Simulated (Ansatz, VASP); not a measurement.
# TaN: VASP beside Ansatz

```
Ta N
1.0
     0.00000    2.17900    2.17900
     2.17900    0.00000    2.17900
     2.17900    2.17900    0.00000
Ta N
1 1
Direct
  0.50574 0.50574 0.49426
  0.00000 0.00000 0.00000
```

Change from the starting cell: all Ta atoms moved +0.025 Å, as atom 1 along Cartesian [0 0 1].

Alike in both runs: task single point; functional PBE; k mesh 18 × 18 × 18; occupations gaussian, width 0.15 eV; no spin polarisation.

|  | VASP | Ansatz |
| --- | --- | --- |
| version | VASP 6.6.1 | Ansatz 0.2.0 |
| potentials or method | VASP PAW PBE potentials, release 64 (Ta_pv, N) | scalar-relativistic, plane waves, PAW |
| plane-wave cutoff (eV) | 520 | 420 |
| valence electrons in the cell | 16 | 18 |

|  | VASP | Ansatz | Ansatz less VASP |
| --- | --- | --- | --- |
| gap on the k mesh at the Fermi level (eV) | none | none | - |
| pressure (GPa) | 15.6 | 14.7 | -0.96 |
| largest component of the traceless stress (GPa) | 0.23 | 0.23 | -0.003 |
| rms of the force components (eV/Å) | 0.131 | 0.131 | 0.0000 |

Atom by atom the forces differ by 0.000 eV/Å (rms over components). A gap of «none» marks a metal or a gap that the smearing closes. The two sets of potentials don't hold the same shells in valence.

Caveats: so large a pressure means that the cell lies far from this level's equilibrium, or that cutoff or potentials fall short (VASP). The runs have no spin-orbit coupling, so splittings on Ta are missing.
